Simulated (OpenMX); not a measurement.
Crystal: Pt.

```xyz
1
Lattice="0.0000 1.9609 1.9609 1.9609 0.0000 1.9609 1.9609 1.9609 0.0000" Properties=species:S:1:pos:R:3 pbc="T T T"
Pt    0.0000    0.0000    0.0000
```

```yaml
Program: OpenMX 3.8.5
Task: single point
Functional: PBE
Potentials_or_basis: OpenMX 2013 PBE set, Pt7.0-s3p2d2f1, grid cutoff 400 Ry
k_mesh: 13 × 13 × 13
Occupations: fermi-dirac, width 0.05 eV
Spin: no spin polarisation
```

On this cell: pressure 12.8 GPa; band gap on the k mesh none (metal or under the smearing width).

The same run follows on a disturbed copy (cell strained at random at fixed volume):

```
Pt
1.0
    -0.01330    1.93575    1.94453
     1.97104    0.00303    1.92819
     2.00088    1.94926   -0.02681
Pt
1
Direct
  0.98674 0.01995 0.00694
```

Task: What does the disturbed cell give?

Result: The energy (extrapolated to zero smearing) moves by +3.0 meV/atom; pressure 12.6 GPa; band gap on the k mesh none (metal or under the smearing width).

Caveats: the basis of atomic orbitals isn't converged, which shifts pressures, moduli and gaps.
